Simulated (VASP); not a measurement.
A run of VASP 6.6.1:

File POSCAR:

```
AlN
1.0
    0.0000000000      2.1248590388      2.1248590388
    2.1248590388      0.0000000000      2.1248590388
    2.1248590388      2.1248590388      0.0000000000
Al N
1 1
Direct
    0.0000000000      0.0000000000      0.0000000000
    0.5000000000      0.5000000000      0.5000000000
```

The input INCAR.step1:

```
SYSTEM = AlN
  PREC = Accurate
  ENCUT = 520
  EDIFF = 1E-5
  ISMEAR = 0
  SIGMA = 0.01
  LREAL = .False.
  LASPH = .True.
  NELM = 100
  ALGO = Normal
  ISIF = 2
  LWAVE = .True.
  GGA = PE
  NBANDS = 11
```

The input INCAR.step2:

```
SYSTEM = AlN
  PREC = Accurate
  ENCUT = 520
  EDIFF = 1E-6
  ISMEAR = 0
  SIGMA = 0.01
  LREAL = .False.
  LASPH = .True.
  NELM = 100
  ALGO = Normal
  ISIF = 2
  LWAVE = .False.
  LCHARG = .True.
  GGA = PE
  LHFCALC = .True.
  HFSCREEN = 0.2079
  PRECFOCK = Normal
  LELF = .True.
  LVHAR = .True.
  ISTART = 1
  NBANDS = 11
```

Contents of KPOINTS:

```
regular mesh
0
Gamma
  8 8 8
  0 0 0
```

Potentials or basis: VASP PAW PBE potentials, release 64 (Al, N).

The run is started by

```bash
$ cat potpaw_PBE.64/Al/POTCAR potpaw_PBE.64/N/POTCAR > POTCAR
$ cp INCAR.step1 INCAR
$ mpirun -np 1 vasp_std > vasp.out
$ cp INCAR.step2 INCAR
$ mpirun -np 1 vasp_std > vasp.out
```

Hardware: 1 thread of Intel(R) Xeon(R) Platinum 8488C (Sapphire Rapids) (shared host).

Question: How long does it take, and how much memory?

Answer: Run time: 17 min on 1 thread of Intel(R) Xeon(R) Platinum 8488C (Sapphire Rapids) (shared host), peak memory 0.25 GiB. Counts: scf iterations 10, k points 29.
